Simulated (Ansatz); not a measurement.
AlCr2C: relaxation step by step

The guess for AlCr2C was made by a generator: random cell by space group and Wyckoff sites (P-6m2, No. 187). The dimensions are guesses.

```
Al Cr C
1.0
     4.39245    0.00000    0.00000
    -2.19623    3.80398    0.00000
     0.00000    0.00000    3.37200
Al Cr C
1 2 1
Direct
  0.33333 0.66667 0.50000
  0.00000 0.00000 0.00000
  0.66667 0.33333 0.00000
  0.00000 0.00000 0.50000
```

These are results of DFT PBE, scalar-relativistic, plane waves, PAW (Ansatz 0.2.0), not measurements. Cutoff 420 eV, Gaussian smearing, Γ-centred meshes. Cell and atoms relax first on a coarse mesh and then on a finer one. In between, the cell is made exact in the group found at 0.06 Å. In metals the finer mesh still leaves noise of several meV/atom or more. The steps can't lower the symmetry of their start. Collinear spin, starting moments Cr -3.0 (×2) μB.

Steps on the 6×6×6 mesh (4 atoms, 9 steps). The free energy counts from the last step; the plane-wave basis is renewed at times, which shifts energy and pressure.

```
step  ΔF (meV/atom)  V (Å³/atom)  P (GPa)
   1          502.8        14.09    10.58
   2          220.9        13.50     5.60
   3           63.8        13.13     1.26
   4           17.2        12.15     6.42
   5           10.8        12.86    -2.68
   6            7.6        12.68    -0.13
   7            0.5        12.68     0.67
   8            0.1        12.70     0.09
   9            0.0        12.70     0.10
```

The relaxed structure, after a last relaxation on the converged mesh:

```cif
data_structure
_symmetry_space_group_name_H-M 'P-6m2'
_symmetry_Int_Tables_number 187
_cell_length_a 3.8696
_cell_length_b 3.8696
_cell_length_c 3.9088
_cell_angle_alpha 90.000
_cell_angle_beta 90.000
_cell_angle_gamma 120.000
_cell_volume 50.69
loop_
_atom_site_label
_atom_site_type_symbol
_atom_site_symmetry_multiplicity
_atom_site_Wyckoff_symbol
_atom_site_fract_x
_atom_site_fract_y
_atom_site_fract_z
_atom_site_occupancy
Al1 Al 1 b 0.00000 0.00000 0.50000 1
Cr1 Cr 1 e 0.66667 0.33333 0.00000 1
Cr2 Cr 1 c 0.33333 0.66667 0.00000 1
C1 C 1 f 0.66667 0.33333 0.50000 1
```

The symmetry stays P-6m2 (No. 187). The volume per atom shrinks by 10.0 %, from 14.1 to 12.7 Å³. The shortest distance goes from 1.69 Å (Cr–C) to 1.95 Å (Cr–C). The ratio c/a of the conventional cell changes by a factor of 1.32. The energy falls by about 0.50 eV/atom (the start's value is from the coarse mesh). Around Al lie 3 C at 2.23 Å and 12 Cr at 2.97 Å; Cr on its first site is surrounded by 2 C at 1.95 Å and 3 Cr at 2.23 Å; C is surrounded by 2 Cr at 1.95 Å and 3 Al at 2.23 Å; 1 more site not described.

```json
{
  "Volume per atom": "12.67 Å³",
  "Density": "4.68 g/cm³",
  "Formation energy": "+0.75 eV/atom",
  "Gap on the 12×12×12 mesh of the 4-atom cell": "0 eV (a metal)",
  "Net moment per atom": "0.46 μB",
  "Moment by site": "Cr 0.8, -2.2 μB"
}
```

Energies over the elements count from the elements' standard structures at the same level, with no fitted energy shifts.

The last run used collinear spin and Gaussian smearing of 0.10 eV. The reference form of C is held partly by dispersion forces, which this level lacks. The magnetic state reached may not be the lowest. Symmetry constrained the relaxation, so the result can be a saddle point. In all, the 3 runs took 14 min on 1 thread of Intel(R) Xeon(R) Processor @ 2.50GHz (Skylake/Cascade Lake), on a shared host. Another cell of AlCr2C relaxed alike but without spin, in P6_3/mmc (a Materials Project cell), lies 0.93 eV/atom lower, so this cell isn't the stable form at this level. Site moments count only spheres around the atoms; the net moment includes the space between them.
